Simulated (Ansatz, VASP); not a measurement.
**Two plane-wave programs on Pd**

File INCAR:

```
PREC     = Accurate       # precision mode
ENCUT    = 520            # plane-wave cutoff, eV
EDIFF    = 1E-6           # SCF threshold, eV
ISMEAR   = -1             # smearing method
SIGMA    = 0.1            # smearing width, eV
LREAL    = False          # projectors in reciprocal space
LASPH    = True           # aspherical terms in the spheres
NELM     = 100            # most SCF steps
ALGO     = Normal         # electronic algorithm
ISIF     = 2              # what is computed and relaxed
LWAVE    = False          # write WAVECAR
LCHARG   = False          # write CHGCAR
GGA      = PS             # functional
NBANDS   = 11             # bands
```

Contents of KPOINTS:

```
regular mesh
0
Gamma
  15 15 15
```

The input POSCAR:

```
Pd
1.0
   -1.5722810000      1.5722810000      1.5408353800
    1.5722810000     -1.5722810000      1.5408353800
    1.5722810000      1.5722810000     -1.5408353800
Pd
1
Direct
    0.0000000000      0.0000000000      0.0000000000
```

Input for Ansatz:

```yaml
crystal:
  lattice:
    - [-1.572281, 1.572281, 1.54083538]
    - [1.572281, -1.572281, 1.54083538]
    - [1.572281, 1.572281, -1.54083538]
  atoms:
    - { symbol: Pd, position: [0.0, 0.0, 0.0] }
basis:
  ecutwfc: 520.0
kpoints:
  mp_grid:
    grid: [15, 15, 15]
hamiltonian:
  xc: pbesol
scf:
  occupations:
    method: fermi_dirac
output:
  stress: true
```

This isn't the form of Pd at room conditions, which is fcc.

Alike in both runs: task single point; functional PBEsol; k mesh 15 × 15 × 15; no spin polarisation.

|  | VASP | Ansatz |
| --- | --- | --- |
| version | VASP 6.6.1 | Ansatz 0.2.0 |
| potentials or method | VASP PAW PBE potentials, release 64 (Pd) | plane waves, PAW |
| plane-wave cutoff (eV) | 520 | 520 |
| occupations | fermi-dirac, width 0.1 eV | fermi-dirac |
| valence electrons in the cell | 10 | 18 |

|  | VASP | Ansatz | Ansatz less VASP |
| --- | --- | --- | --- |
| pressure (GPa) | -7.0 | -6.7 | +0.28 |
| largest component of the traceless stress (GPa) | 0.39 | 0.39 | 0.000 |

The two sets of potentials don't hold the same shells in valence.

Caveats: the PAW data sets were made with another functional, which shifts forces and pressure a little (VASP).
